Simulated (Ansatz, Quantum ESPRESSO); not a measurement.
# TaN: the pressure in 2 programs

The cell as given:

Space group Fm-3m (No. 225). a = 4.423 Å, b = 4.423 Å, c = 4.423 Å, α = 90.00°, β = 90.00°, γ = 90.00°
```csv
atom,site,symmetry,x,y,z
Ta,4b,m-3m,0.5000,0.0000,0.0000
N,4a,m-3m,0.0000,0.0000,0.0000
```

The cell comes from a database or a generator and needn't be the stable form of this composition.

Kept alike: task relaxation of cell and atoms; functional PBEsol; k mesh 10 × 10 × 10; occupations fermi-dirac, width 0.05 eV; no spin polarisation. The mesh is that of the run's cell of 2 atoms. No spin-orbit coupling.

- A: Ansatz, all-electron LAPW, scalar-relativistic
- B: Quantum ESPRESSO, GBRV 1.5 PBEsol, cutoff 871 eV

| pressure (GPa) | A: volume (Å³/atom) | B: volume (Å³/atom) |
| --- | --- | --- |
| 0 | 10.470 | 10.471 |
| 5 | 10.328 | 10.330 |
| 10 | 10.194 | 10.199 |
| 20 | 9.953 | 9.960 |
| 30 | 9.739 | 9.748 |

Values hold for each row's relaxed cell, which stops near the pressure aimed at. The runs follow the start's structure, whether or not it is the stable one at these pressures.

How large is the effect of the pressure, and do the programs agree on it?

From 0 to 30 GPa the volume moves by -0.731 in A, -0.723 in B (Å³/atom). Row by row the programs differ by 0.001 to 0.009, and over this span the shifts, as printed, agree within about 1 %.
